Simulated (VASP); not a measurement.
# Cr (P6_3/mmc) in VASP: notebook, part 2 of 2

VASP 6.6.1.

## Step 3: Single point, PBEsol, collinear spin, ferromagnetic start

The input, INCAR:

```
SYSTEM = Cr
ADDGRID = .FALSE.
ALGO = Normal
EDIFF = 1E-6
ENCUT = 400
GGA = PS
ISIF = 2
ISMEAR = 1
ISPIN = 2
LASPH = .TRUE.
LCHARG = .FALSE.
LMAXMIX = 4
LORBIT = 11
LREAL = .FALSE.
LWAVE = .FALSE.
MAGMOM = 3 3
NELM = 100
PREC = Accurate
SIGMA = 0.1
```

The input, KPOINTS:

```
k-points
0
G
  20 20 11
  0 0 0
```

The input, POSCAR:

```
Cr
1.0
    2.7140000000      0.0000000000      0.0000000000
   -1.3570000000      2.3503929459      0.0000000000
    0.0000000000      0.0000000000      4.4100000000
Cr
2
Direct
    0.6666666667      0.3333333333      0.7500000000
    0.3333333333      0.6666666667      0.2500000000
```

Potentials or basis: VASP PAW PBE potentials, release 64 (Cr_pv).

On the command line:

```console
> cat potpaw_PBE.64/Cr_pv/POTCAR > POTCAR
> mpirun -np 1 vasp_std > vasp.out
```

OUTCAR:

```text
SYSTEM = Cr
   EDIFF = 1E-6
   ENCUT = 400
   GGA = PS
   ISIF = 2
   ISMEAR = 1
   ISPIN = 2
   LASPH = .TRUE.
   LORBIT = 11
   LREAL = .FALSE.
   NELM = 100
   PREC = Accurate

 Found    264 irreducible k-points:

 Following reciprocal coordinates:
            Coordinates               Weight
  0.000000  0.000000  0.000000      1.000000
  0.050000 -0.000000  0.000000      6.000000
  0.100000 -0.000000  0.000000      6.000000
  0.150000 -0.000000  0.000000      6.000000
  0.200000 -0.000000  0.000000      6.000000
  0.250000 -0.000000  0.000000      6.000000
   k-points           NKPTS =    264   k-points in BZ     NKDIM =    264   number of bands    NBANDS=     19
   number of dos      NEDOS =    301   number of ions     NIONS =      2
   total plane-waves  NPLWV =   9720
   dimension x,y,z NGX =    18 NGY =   18 NGZ =   30
   dimension x,y,z NGXF=    36 NGYF=   36 NGZF=   60
   ions per type =               2
   NGX,Y,Z   is equivalent  to a cutoff of  11.03, 11.03, 11.31 a.u.
   NGXF,Y,Z  is equivalent  to a cutoff of  22.05, 22.05, 22.62 a.u.
 SYSTEM =  Cr
   PREC   = accura    normal or accurate (medium, high low for compatibility)
   ISTART =      0    job   : 0-new  1-cont  2-samecut
   ICHARG =      2    charge: 1-file 2-atom 10-const
   ISPIN  =      2    spin polarized calculation?
   LNONCOLLINEAR =      F non collinear calculations
   LSORBIT =      F    spin-orbit coupling
   LASPH  =      T    aspherical Exc in radial PAW
   ENCUT  =  400.0 eV  29.40 Ry    5.42 a.u.   4.43  4.43  7.19*2*pi/ulx,y,z
   NELM   =    100;   NELMIN=  2; NELMDL= -5     # of ELM steps
   EDIFF  = 0.1E-05   stopping-criterion for ELM
   LREAL  =      F    real-space projection
   EDIFFG = 0.1E-04   stopping-criterion for IOM
   NSW    =      0    number of steps for IOM
   IBRION =     -1    ionic relax: 0-MD 1-quasi-New 2-CG
   NFREE  =      0    steps in history (QN), initial steepest desc. (CG)
   ISIF   =      2    stress and relaxation
   ISYM   =      2    0-nonsym 1-usesym 2-fastsym
   POTIM  = 0.5000    time-step for ionic-motion
   TEBEG  =    0.0;   TEEND  =   0.0 temperature during run
   PSTRESS=    0.0 pullay stress
   NELECT =      24.0000    total number of electrons
   NUPDOWN=      -1.0000    fix difference up-down
   EMIN   =  10.00;   EMAX   =-10.00  energy-range for DOS
   EFERMI =   0.00;   METHOD = LEGACY
   ISMEAR =     1;   SIGMA  =   0.10  broadening in eV -4-tet -1-fermi 0-gaus
   EFERMI_NEDOS =   21; number of points for ismear=-14 and -15
   IALGO  =     38    algorithm
   IMIX   =      4    mixing-type and parameters
     AMIX     =   0.40;   BMIX     =  1.00
     AMIX_MAG =   1.60;   BMIX_MAG =  1.00
  volume/ion in A,a.u.               =      14.07        94.92
  Fermi-wavevector in a.u.,A,eV,Ry     =   1.552681  2.934142 32.801180  2.410819
  Thomas-Fermi vector in A             =   2.657021
   LORBIT       =     11    0 simple, 1 ext, 2 COOP (PROOUT), +10 PAW based schemes
   GGA     = PS    functional components
   LHFCALC =     F    Hartree Fock is set to
   AEXX    =    0.0000 exact exchange contribution
   IVDW    =     0    specifies the selected vdW correction
   LEPSILON=     F    determine dielectric tensor
   LRPA    =     F    only Hartree local field effects (RPA)
 spin polarized calculation
 Methfessel and Paxton  Order N= 1 SIGMA  =   0.10
  energy-cutoff  :      400.00
  volume of cell :       28.13
 maximum number of plane-waves:       537
 NGX is ok and might be reduce to    18
   NGX =  9   NGY =  9   NGZ = 15

 number of electron      24.0000004 magnetization       1.8415706

 Free energy of the ion-electron system (eV)
  ---------------------------------------------------
  ext. energy  EPLUGINS =         0.00000000
  ---------------------------------------------------
  free energy    TOTEN  =       -18.89930665 eV

  energy without entropy =      -18.89974199  energy(sigma->0) =      -18.89945176

 E-fermi :   8.1441     XC(G=0): -12.6922

 val. band max:        8.1437064917   @ k =   0.3500   0.0500   0.2727
 cond. band min:       8.1444822554   @ k =   0.2500   0.1000   0.4545
 fundamental gap:      0.0007757637
 Fermi energy:         8.1441266877

 spin component 1

 k-point     1 :       0.0000    0.0000    0.0000
  band No.  band energies     occupation
      1     -35.1788      1.00000
      2     -34.8338      1.00000
      3     -34.8338      1.00000
      4     -34.7667      1.00000
      5     -34.7667      1.00000
      6     -34.6887      1.00000
[... 11 lines left out ...]
     18       9.5157     -0.00000
     19      14.9583      0.00000

 k-point     2 :       0.0500   -0.0000    0.0000
  band No.  band energies     occupation
      1     -35.1748      1.00000
      2     -34.8423      1.00000
      3     -34.8365      1.00000
      4     -34.7759      1.00000
      5     -34.7680      1.00000
      6     -34.6902      1.00000
[... 11 lines left out ...]
     18       9.9211     -0.00000
     19      14.9586      0.00000

 k-point     3 :       0.1000   -0.0000    0.0000
  band No.  band energies     occupation
      1     -35.1630      1.00000
      2     -34.8675      1.00000
      3     -34.8447      1.00000
      4     -34.8024      1.00000
      5     -34.7721      1.00000
      6     -34.6947      1.00000
[... 38 lines left out ...]
      1     -35.1193      1.00000
      2     -34.9584      1.00000
      3     -34.8932      1.00000
      4     -34.8724      1.00000
      5     -34.7873      1.00000
      6     -34.7127      1.00000
[... 11 lines left out ...]
     18      12.3728      0.00000
     19      14.9627      0.00000

 k-point     6 :       0.2500   -0.0000    0.0000
  band No.  band energies     occupation
      1     -35.0897      1.00000
      2     -35.0148      1.00000
      3     -34.9485      1.00000
      4     -34.8885      1.00000
      5     -34.7969      1.00000
      6     -34.7264      1.00000
[... 11 lines left out ...]
     18      13.3061      0.00000
     19      14.9752      0.00000

 [... further k-points ...]

 spin component 2

 k-point     1 :       0.0000    0.0000    0.0000
  band No.  band energies     occupation
      1     -34.3928      1.00000
      2     -33.9606      1.00000
      3     -33.9606      1.00000
      4     -33.8922      1.00000
      5     -33.8922      1.00000
      6     -33.8922      1.00000
[... 11 lines left out ...]
     18      10.3775      0.00000
     19      15.9545      0.00000

 k-point     2 :       0.0500   -0.0000    0.0000
  band No.  band energies     occupation
      1     -34.3887      1.00000
      2     -33.9692      1.00000
      3     -33.9633      1.00000
      4     -33.9016      1.00000
      5     -33.8938      1.00000
      6     -33.8936      1.00000
[... 11 lines left out ...]
     18      10.6867      0.00000
     19      15.9542      0.00000

 k-point     3 :       0.1000   -0.0000    0.0000
  band No.  band energies     occupation
      1     -34.3767      1.00000
      2     -33.9950      1.00000
      3     -33.9717      1.00000
      4     -33.9288      1.00000
      5     -33.8983      1.00000
      6     -33.8978      1.00000
[... 38 lines left out ...]
      1     -34.3319      1.00000
      2     -34.0883      1.00000
      3     -34.0218      1.00000
      4     -34.0000      1.00000
      5     -33.9167      1.00000
      6     -33.9132      1.00000
[... 11 lines left out ...]
     18      12.9871      0.00000
     19      15.9800      0.00000

 k-point     6 :       0.2500   -0.0000    0.0000
  band No.  band energies     occupation
      1     -34.3016      1.00000
      2     -34.1460      1.00000
      3     -34.0783      1.00000
      4     -34.0164      1.00000
      5     -33.9306      1.00000
      6     -33.9230      1.00000
[... 11 lines left out ...]
     18      13.8957      0.00000
     19      16.0127      0.00000

 [... further k-points ...]

------------------------ aborting loop because EDIFF is reached ----------------------------------------

  FORCE on cell =-STRESS in cart. coord.  units (eV):
  Direction    XX          YY          ZZ          XY          YZ          ZX
  --------------------------------------------------------------------------------------
  -------------------------------------------------------------------------------------
  Total       -6.0449589     -6.0449589     -5.3327855     -0.0000000     -0.0000000      0.0000000
  in kB     -344.2825647   -344.2825647   -303.7216788     -0.0000000     -0.0000000      0.0000000
  external PRESSURE =    -330.7622694 kB  Pullay stress =       0.0000000 kB

 VOLUME and BASIS-vectors are now :
 -----------------------------------------------------------------------------
  energy-cutoff  :      400.00
  volume of cell :       28.13
      direct lattice vectors                 reciprocal lattice vectors
     2.714000000  0.000000000  0.000000000     0.368459838  0.212730387  0.000000000
    -1.357000000  2.350392946  0.000000000     0.000000000  0.425460773  0.000000000
     0.000000000  0.000000000  4.410000000     0.000000000  0.000000000  0.226757370

 POSITION                                       TOTAL-FORCE (eV/Angst)
 -----------------------------------------------------------------------------------
      1.35700      0.78346      3.30750        -0.000000     -0.000000      0.000000
     -0.00000      1.56693      1.10250         0.000000      0.000000      0.000000
 -----------------------------------------------------------------------------------
    total drift:                               -0.000000      0.000000     -0.000000

  FREE ENERGIE OF THE ION-ELECTRON SYSTEM (eV)
  ---------------------------------------------------
  free  energy   TOTEN  =       -18.8993066452 eV

  energy  without entropy=      -18.8997419865  energy(sigma->0) =      -18.89945176

 total charge

# of ion       s       p       d       tot
------------------------------------------
    1        0.376   6.282   4.054  10.712
    2        0.376   6.282   4.054  10.712
--------------------------------------------------
tot          0.751  12.565   8.108  21.424

 magnetization (x)

# of ion       s       p       d       tot
------------------------------------------
    1        0.001   0.024   0.827   0.852
    2        0.001   0.024   0.827   0.852
--------------------------------------------------
tot          0.002   0.048   1.654   1.703
```

OSZICAR:

```text
N       E                     dE             d eps       ncg     rms          rms(c)
DAV:   1     0.210164421765E+03    0.21016E+03   -0.12831E+04 20232   0.129E+03
DAV:   2    -0.143462780112E+02   -0.22451E+03   -0.21971E+03 20322   0.392E+02
DAV:   3    -0.212234785580E+02   -0.68772E+01   -0.67399E+01 21231   0.824E+01
DAV:   4    -0.213191723486E+02   -0.95694E-01   -0.95591E-01 25501   0.892E+00
DAV:   5    -0.213211615471E+02   -0.19892E-02   -0.19887E-02 22821   0.123E+00    0.193E+01
DAV:   6    -0.186864691942E+02    0.26347E+01   -0.17084E+01 20811   0.447E+01    0.541E+00
DAV:   7    -0.188908641104E+02   -0.20439E+00   -0.70873E-01 21978   0.758E+00    0.284E+00
DAV:   8    -0.189017731697E+02   -0.10909E-01   -0.28642E-02 24190   0.127E+00    0.105E+00
DAV:   9    -0.188982652268E+02    0.35079E-02   -0.10758E-02 23243   0.812E-01    0.339E-01
DAV:  10    -0.188991281910E+02   -0.86296E-03   -0.32586E-03 21813   0.434E-01    0.153E-01
DAV:  11    -0.188992762504E+02   -0.14806E-03   -0.19097E-04 26823   0.125E-01    0.685E-02
DAV:  12    -0.188993077537E+02   -0.31503E-04   -0.36147E-05 22516   0.570E-02    0.271E-02
DAV:  13    -0.188993061036E+02    0.16501E-05   -0.72709E-06 23947   0.249E-02    0.104E-02
DAV:  14    -0.188993066452E+02   -0.54156E-06   -0.12171E-06 13966   0.101E-02
   1 F= -.18899307E+02 E0= -.18899452E+02  d E =0.435341E-03  mag=     1.8391
```

stdout:

```text
POSCAR found type information on POSCAR Cr
 POSCAR found :  1 types and       2 ions
 scaLAPACK will be used
 -----------------------------------------------------------------------------
|                                                                             |
|                                                                             |
|     You enforced a specific xc type in the INCAR file but a different       |
|     I HOPE YOU KNOW WHAT YOU ARE DOING!                                     |
|                                                                             |
 -----------------------------------------------------------------------------

 LDA part: xc-table for (Slater+PW92), standard interpolation
 POSCAR, INCAR and KPOINTS ok, starting setup
 FFT: planning ... GRIDC
 FFT: planning ... GRID_SOFT
 FFT: planning ... GRID
 WAVECAR not read
 entering main loop
```

It took 1.7 min on 1 thread of Intel Xeon Platinum 8488C (Sapphire Rapids), shared host; peak memory 0.24 GiB.

These settings aren't checked as converged: the numbers below hold their error.

Results:

| Item | Value |
| --- | --- |
| Free energy | -18.8993 eV |
| Pressure | -33.1 GPa |
| Band gap on the k mesh | none (metal or under the smearing width) |
| Net moment | 1.84 μB per cell |
| Site moments | Cr +0.85 μB |
| Valence electrons inside the program's atomic spheres | Cr 10.71 |

Caveat: a pressure of tens of GPa on the cell as given is suspect, and the run, the potentials or the cell itself is likely at fault; the PAW data sets were made with another functional, which shifts forces and pressure a little.

## Step 4: Single point, PBEsol, collinear spin, ferromagnetic start

INCAR, as its differences from that of step 3:

```diff
@@ -4,3 +4,3 @@
 EDIFF = 1E-6
-ENCUT = 400
+ENCUT = 600
 GGA = PS
```

The input, KPOINTS:

```
k-points
0
G
  17 17 9
  0 0 0
```

POSCAR is that of step 3.

On the command line:

```console
> cat potpaw_PBE.64/Cr_pv/POTCAR > POTCAR
> mpirun -np 1 vasp_std > vasp.out
```

It took 1.8 min on 1 thread of Intel Xeon Platinum 8488C (Sapphire Rapids), shared host; peak memory 0.28 GiB.

The run converged, but some of its settings lie outside the range that counts as converged, so its numbers aren't taken as properties of the crystal.

Results:

* Free energy: -18.8968 eV
* Pressure: -32.0 GPa
* Band gap on the k mesh: none (metal or under the smearing width)
* Net moment: 1.84 μB per cell
* Site moments: Cr +0.85 μB
* Valence electrons inside the program's atomic spheres: Cr 10.71

Caveat: a pressure of tens of GPa on the cell as given is suspect, and the run, the potentials or the cell itself is likely at fault; the PAW data sets were made with another functional, which shifts forces and pressure a little.

## Step 5: Single point, PBEsol, collinear spin, ferromagnetic start

INCAR, as its differences from that of step 4:

```diff
@@ -4,3 +4,3 @@
 EDIFF = 1E-6
-ENCUT = 600
+ENCUT = 900
 GGA = PS
```

The input, KPOINTS:

```
k-points
0
G
  15 15 8
  0 0 0
```

POSCAR is that of step 4.

On the command line:

```console
> cat potpaw_PBE.64/Cr_pv/POTCAR > POTCAR
> mpirun -np 1 vasp_std > vasp.out
```

Run time: 3.6 min. Hardware: 1 thread of Intel Xeon Platinum 8488C (Sapphire Rapids), shared host; peak memory 0.37 GiB.

The run converged, but some of its settings lie outside the range that counts as converged, so its numbers aren't taken as properties of the crystal.

Results:

| Quantity | Value |
| --- | --- |
| Free energy | -18.8994 eV |
| Pressure | -31.9 GPa |
| Band gap on the k mesh | none (metal or under the smearing width) |
| Net moment | 1.82 μB per cell |
| Site moments | Cr +0.84 μB |
| Valence electrons inside the program's atomic spheres | Cr 10.71 |

Caveat: a pressure of tens of GPa on the cell as given is suspect, and the run, the potentials or the cell itself is likely at fault; the PAW data sets were made with another functional, which shifts forces and pressure a little.

## Step 6: Single point, PBEsol, collinear spin, ferromagnetic start

INCAR, as its differences from that of step 5:

```diff
@@ -4,3 +4,3 @@
 EDIFF = 1E-6
-ENCUT = 900
+ENCUT = 500
 GGA = PS
```

The input, KPOINTS:

```
k-points
0
G
  20 20 11
  0 0 0
```

POSCAR is that of step 5.

Potentials or basis: VASP PAW PBE potentials, release 64 (Cr_pv).

On the command line:

```console
> cat potpaw_PBE.64/Cr_pv/POTCAR > POTCAR
> mpirun -np 1 vasp_std > vasp.out
```

Wall time 2.1 min (1 thread of Intel Xeon Platinum 8488C (Sapphire Rapids), shared host); peak memory 0.29 GiB.

These settings aren't checked as converged: the numbers below hold their error.

What came out:

* Free energy: -18.8969 eV
* Pressure: -32.0 GPa
* Band gap on the k mesh: none (metal or under the smearing width)
* Net moment: 1.84 μB per cell
* Site moments: Cr +0.85 μB
* Valence electrons inside the program's atomic spheres: Cr 10.71

Caveat: a pressure of tens of GPa on the cell as given is suspect, and the run, the potentials or the cell itself is likely at fault; the PAW data sets were made with another functional, which shifts forces and pressure a little.

## Step 7: For comparison

An earlier run on the cell as given: functional PBE; potentials or basis VASP PAW PBE potentials, release 64 (Cr_pv); cutoff 520 eV; k mesh 11 × 11 × 6; occupations fermi-dirac, width 0.05 eV; collinear spin, ferromagnetic start; starting moments [3.0, 3.0] μB.

- Pressure: -25.5 GPa
- Band gap on the k mesh: none (metal or under the smearing width)
- Net moment: 1.77 μB per cell
- Site moments: Cr +0.82 μB
- Valence electrons inside the program's atomic spheres: Cr 10.72
